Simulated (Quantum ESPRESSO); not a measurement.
In: equation of state with LDA

Crystal: In.

```
In
1.0
    -1.62547    1.62547    2.47370
     1.62547   -1.62547    2.47370
     1.62547    1.62547   -2.47370
In
1
Cartesian
  0.0000 0.0000 0.0000
```

* Program: Quantum ESPRESSO 7.5
* Task: equation of state
* Functional: LDA
* Potentials or basis: PseudoDojo 0.4.1 SR LDA standard
* Cutoff: 952 eV
* Density cutoff: 3810 eV
* k mesh: 11 × 11 × 11
* Occupations: fermi-dirac, width 0.05 eV
* Spin: no spin polarisation
* Form of the LDA correlation: PW92
* Mixing beta: 0.5
* Most SCF iterations: 120
* SCF threshold: 2e-10 Ry

| Property | Result |
| --- | --- |
| Equilibrium volume | 24.57 Å³/atom (rough: see the caveat) |
| Bulk modulus at fixed shape and positions | 49 GPa (rough) |

Energy against volume, from the lowest point:
```
volume (Å³/atom)  energy (meV/atom)
          24.575               0.00
          25.098               1.67
          25.621               6.34
          26.144              13.63
          26.666              23.23
          27.189              34.86
          27.712              48.25
```

All runs of the series together: 3.4 min on 1 thread of Arm Neoverse V2, with other jobs on the host.

Caveat: the minimum lies outside the volumes run; the cell was scaled at fixed shape and fractional positions, which overstates the stiffness of a crystal with free parameters, most of all of layers and chains.
